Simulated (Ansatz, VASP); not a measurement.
## Two plane-wave programs on SiC (Moissanite)

```xyz
4
Lattice="3.0920 0.0000 0.0000 -1.5460 2.6777 0.0000 0.0000 0.0000 5.0738" Properties=species:S:1:pos:R:3 pbc="T T T"
Si    0.0000    1.7852    0.0232
Si    1.5460    0.8926    2.5600
C     0.0000    1.7852    1.9302
C     1.5460    0.8926    4.4671
```

Alike in both runs: task relaxation of cell and atoms; functional PBE; dispersion D3(BJ); k mesh 12 × 12 × 6; occupations gaussian, width 0.02 eV; no spin polarisation.

|  | VASP | Ansatz |
| --- | --- | --- |
| version | VASP 6.6.1 | Ansatz 0.2.0 |
| potentials or method | VASP PAW PBE potentials, release 64 (Si, C) | scalar-relativistic, plane waves, PAW |
| plane-wave cutoff (eV) | 600 | 420 |
| valence electrons in the cell | 16 | 16 |

VASP gave:

```
gap on the k mesh at the Fermi level, each at its own relaxed structure (eV) : 2.26
relaxed volume (Å³/atom)                                                     : 10.27
relaxed cell length with the largest relative difference (Å)                 : 5.036
energy change over the relaxation (meV/atom)                                 : -3
```

**Question.** Which values does Ansatz return?

**Answer.** gap on the k mesh at the Fermi level, each at its own relaxed structure (eV): 2.27; relaxed volume (Å³/atom): 10.28; relaxed cell length with the largest relative difference (Å): 5.038; energy change over the relaxation (meV/atom): -3.

A k mesh can miss the band edges. PBE gaps usually lie below the measured ones, often by a third to a half.
